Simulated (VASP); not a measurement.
Write the native input for VASP 6.6.1 that does the following.

```
Task                   : single point
Functional             : PBE
Potentials or basis    : VASP PAW PBE potentials, release 64 (In_d, P)
Cutoff                 : 520 eV
k mesh                 : 8 × 8 × 8
Occupations            : fermi-dirac, width 0.05 eV
Spin                   : no spin polarisation
Further INCAR settings : ALGO = Normal; EDIFF = 1e-07; NBANDS = 16
```

The structure of InP lies in POSCAR:

```
InP
1.0
    0.0000000000      2.9305000000      2.9305000000
    2.9305000000      0.0000000000      2.9305000000
    2.9305000000      2.9305000000      0.0000000000
In P
1 1
Direct
    0.0076490000     -0.0083110000     -0.0119070000
    0.7554720000      0.7458670000      0.7651810000
```

The cell isn't the ideal one: atoms moved at random, drawn with an rms of 0.05 Å.

These files were run (other wordings do the same):

INCAR

```
SYSTEM = InP
PREC = Accurate
ENCUT = 520
EDIFF = 1E-7
ISMEAR = -1
SIGMA = 0.05
LREAL = .FALSE.
LASPH = .TRUE.
NELM = 80
ALGO = Normal
ISIF = 2
LWAVE = .FALSE.
LCHARG = .TRUE.
GGA = PE
LELF = .TRUE.
LVHAR = .TRUE.
NBANDS = 16
```

KPOINTS

```
Automatic mesh
0
G
  8 8 8
  0 0 0
```

Potentials or basis: VASP PAW PBE potentials, release 64 (In_d, P).

The run is started by

```console
$ cat potpaw_PBE.64/In_d/POTCAR potpaw_PBE.64/P/POTCAR > POTCAR
$ mpirun -np 1 vasp_std > vasp.out
```

It gave:

- Pressure: 3.6 GPa
- Largest force: 1.008 eV/Å
- Band gap on the k mesh: 0.53 eV, direct

Caveat: spin-orbit coupling is left out, which moves the levels of the heavy elements.

It took 6.4 min on 1 thread of AMD EPYC 7R43 64-Core Processor (Zen 3), on a shared host, peak memory 0.31 GiB.
